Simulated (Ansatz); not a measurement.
# BiS2: the cost of one run

Program: Ansatz 0.2.0. Level of theory: DFT PBE, scalar-relativistic, plane waves, PAW. These are calculated values, not measurements.

## Step 1: The starting structure

Symmetry: Fmmm, No. 69, orthorhombic system. The conventional cell has a = 7.323 Å, b = 7.768 Å, c = 11.004 Å, α = 90.00°, β = 90.00°, γ = 90.00°. Around Bi (site symmetry mm2) lie 4 S at 2.74 Å. S (site symmetry 2) has 1 S at 2.18 Å and 2 Bi at 2.74 Å as nearest neighbours.

As a file:

```cif
data_structure
_symmetry_space_group_name_H-M 'Fmmm'
_symmetry_Int_Tables_number 69
_cell_length_a 7.3229
_cell_length_b 7.7681
_cell_length_c 11.0036
_cell_angle_alpha 90.000
_cell_angle_beta 90.000
_cell_angle_gamma 90.000
_cell_volume 625.94
loop_
_atom_site_label
_atom_site_type_symbol
_atom_site_symmetry_multiplicity
_atom_site_Wyckoff_symbol
_atom_site_fract_x
_atom_site_fract_y
_atom_site_fract_z
_atom_site_occupancy
Bi1 Bi 8 i 0.00000 0.00000 0.15668 1
S1 S 16 j 0.75000 0.25000 0.40090 1
```

The cell is invented: random cell by space group and Wyckoff sites (Fmmm, No. 69). Its size is a rough estimate.

## Step 2: A first look at the guess

File input.yaml:

```yaml
crystal:
  lattice:
    - [0.0, 3.8840471, 5.5017826]
    - [3.66144657, 0.0, 5.5017826]
    - [3.66144657, 3.8840471, 0.0]
  atoms:
    - { symbol: Bi, position: [0.1566809, 0.1566809, 0.8433191] }
    - { symbol: Bi, position: [0.8433191, 0.8433191, 0.1566809] }
    - { symbol: S, position: [0.90089947, 0.90089947, 0.59910053] }
    - { symbol: S, position: [0.59910053, 0.59910053, 0.90089947] }
    - { symbol: S, position: [0.09910053, 0.09910053, 0.40089947] }
    - { symbol: S, position: [0.40089947, 0.40089947, 0.09910053] }
basis:
  ecutwfc: 420
kpoints:
  mp_grid: { grid: [4, 4, 4] }
hamiltonian:
  xc: pbe
scf:
  occupations: { method: gaussian, width: 0.1 }
  lower_state_search: "off"
output:
  forces: true
  stress: true
  eigenvalues: true
```

Started as:

```bash
ansatz run input.yaml --threads 1 --pin off --max-ram 2560MiB --backend cpu --events-out ev --progress --plain --runs-dir out
```

**Question.** How long does this run take on 1 thread of Intel Xeon at 2.70GHz, shared host, and how much memory does it need?

About 6.3 s, with a peak of 0.45 GiB.
